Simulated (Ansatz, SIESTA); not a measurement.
This is a calculation of CdS (Hawleyite) for SIESTA 5.4.2. 

Contents of CdS.fdf:

```
SystemName                      Hawleyite
SystemLabel                     CdS
NumberOfSpecies                 2
NumberOfAtoms                   2
%block ChemicalSpeciesLabel
  1  48 Cd
  2  16 S
%endblock ChemicalSpeciesLabel

LatticeConstant                 1.0 Ang
%block LatticeVectors
     0.0000000000     2.9165000000     2.9165000000
     2.9165000000     0.0000000000     2.9165000000
     2.9165000000     2.9165000000     0.0000000000
%endblock LatticeVectors
AtomicCoordinatesFormat         Ang
%block AtomicCoordinatesAndAtomicSpecies
     0.0000000000     0.0000000000     0.0000000000  1
     4.3747500000     4.3747500000     4.3747500000  2
%endblock AtomicCoordinatesAndAtomicSpecies

%block kgrid.MonkhorstPack
    8   0   0  0.0
    0   8   0  0.0
    0   0   8  0.0
%endblock kgrid.MonkhorstPack
XC.Functional                   GGA
XC.Authors                      PBE
PAO.BasisSize                   DZP
PAO.EnergyShift                 0.003 Ry
Mesh.Cutoff                     800 Ry
OccupationFunction              FD
ElectronicTemperature           0.05 eV
MaxSCFIterations                120
SCF.MustConverge                false
SCF.Mixer.Method                Pulay
SCF.Mixer.Weight                0.25
SCF.Mixer.History               8
SCF.DM.Tolerance                5.0e-05
SCF.H.Tolerance                 1.0e-03 eV
WriteForces                     true
Charge.Mulliken                 end
%block PAO.Basis
  Cd 5
  n=4 0 2
    2.625 0.000
  n=5 0 2
    7.565 0.000
  n=4 1 2
    2.973 0.000
  n=5 1 1
    7.565
  n=4 2 2
    4.575 0.000
%endblock PAO.Basis
```

Potentials or basis: PseudoDojo 0.4 standard (PBE files), converted to PSML, two zetas on semicore shells, DZP (energy shift 0.003 Ry; two zetas on semicore shells).

Launch:

```console
$ siesta CdS.fdf > CdS.out 2>&1
```

Question: What does the same run look like in Ansatz 0.2.0? Potentials or basis there: Ansatz PAW, cutoff 420 eV.

Answer: As run (cutoffs and basis follow the program's own potentials, and thresholds, step limits or extra output files can differ):

Contents of input.yaml:

```yaml
crystal:
  lattice:
    - [0.0, 2.9165, 2.9165]
    - [2.9165, 0.0, 2.9165]
    - [2.9165, 2.9165, 0.0]
  atoms:
    - { symbol: Cd, position: [0.0, 0.0, 0.0] }
    - { symbol: S, position: [0.75, 0.75, 0.75] }
hamiltonian:
  xc: pbe
  pseudopotentials: { kind: paw }
kpoints:
  mp_grid: { grid: [8, 8, 8] }
scf:
  occupations: { method: fermi_dirac, width: 0.05 }
output:
  forces: true
  stress: true
  eigenvalues: true
```

Potentials or basis: Ansatz PAW.

Run with:

```console
$ ansatz run input.yaml --threads 1 --pin off --max-ram 3584MiB --backend cpu --events-out ev --progress --plain --runs-dir out
```

Both were run:

|  | SIESTA | Ansatz |
| --- | --- | --- |
| Pressure | 3.2 GPa | 2.8 GPa |

Ansatz's pressure holds a Pulay term of +0.04 GPa for its cutoff of 420 eV, which the other run lacks.

Where Ansatz's input types no cutoff or centring, it takes its own default and a Γ-centred mesh.

The two runs disagree by more than potentials and bases usually give (in gap, levels, pressure or energy); the cause wasn't traced.

Pressure is positive in compression.
